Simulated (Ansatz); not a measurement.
Task: a phonon calculation by linear response of BaF2, space group Fm-3m, with Ansatz's Python interface. Give the script and its output. Use: LDA, PAW, the default cutoff (420 eV here), 6×6×6 k-points, Methfessel-Paxton smearing of 0.1 eV.

`baf2.xyz`
```text
3
Lattice="0.0 3.10005 3.10005 3.10005 0.0 3.10005 3.10005 3.10005 0.0" Properties=species:S:1:pos:R:3 pbc="T T T"
Ba    0.00000000    0.00000000    0.00000000
F     1.55002500    1.55002500    1.55002500
F     4.65007500    4.65007500    4.65007500
```

Script `run_dfpt.py`:
```python
# -*- coding: utf-8 -*-
"""Zone-centre and zone-boundary phonons of BaF2 by linear response."""

from pathlib import Path

import ansatz as az
import numpy as np

FILLING = "methfessel_paxton"
KGRID = (6, 6, 6)

baf2 = az.Crystal.from_extxyz("baf2.xyz")

calc = baf2.calculation()
calc = calc.functional(az.Functional.LDA).occupations(FILLING)
calc = calc.kpoints(*KGRID)
calc = calc.phonons("dfpt", points=[(0, 0, 0), (0.5, 0, 0.5), (0.5, 0.5, 0)])
done = calc.run(runs_dir="runs")
ph = done.phonons

for q in ph.qpoints:
    print("q =", np.round(q.q_frac, 3), "1/cm:", " ".join(f"{w:.1f}" for w in q.omega_inv_cm))
```

```console
$ python run_dfpt.py
DeckWarning: basis.ecutwfc = 420 eV, auto-derived from the records' recommended cutoffs: set by Ba (normal level)
RunWarning: eigensolver did not converge (k=12): 1 band(s) unlocked after 20 sweeps at ethr=1.00e-12 eV (lowest unlocked band 15, counted from 0; max residual 8.25e-5 eV among the unlocked bands, [...]
q = [0. 0. 0.] 1/cm: -0.0 -0.0 0.0 160.3 160.3 160.3 223.1 223.1 223.1
q = [0.5 0.  0.5] 1/cm: 88.0 88.0 126.0 148.8 157.8 157.8 208.3 208.3 299.5
q = [0.5 0.5 0. ] 1/cm: 88.0 88.0 126.0 148.8 157.8 157.8 208.3 208.3 299.5
```
(Warnings from the package without file and line, shortened.)

What to keep in mind:
- The cell isn't relaxed first, so the values belong to this volume.
- No non-analytic term is added, so at the zone centre the longitudinal optical modes of a polar crystal aren't split off.
- The structure is a deposited one; some such entries were measured under pressure or heat, so a shift against it needn't be the functional's error alone.
- The structure is taken as given; imaginary modes can come from an unrelaxed or unstable start.
- Processor time in the engine: 37 s on 1 thread of Intel(R) Xeon(R) Processor @ 2.30GHz (shared host), peak memory 0.69 GiB.

(A comment or docstring line of the script was reworded after the run, the code is as it ran.)
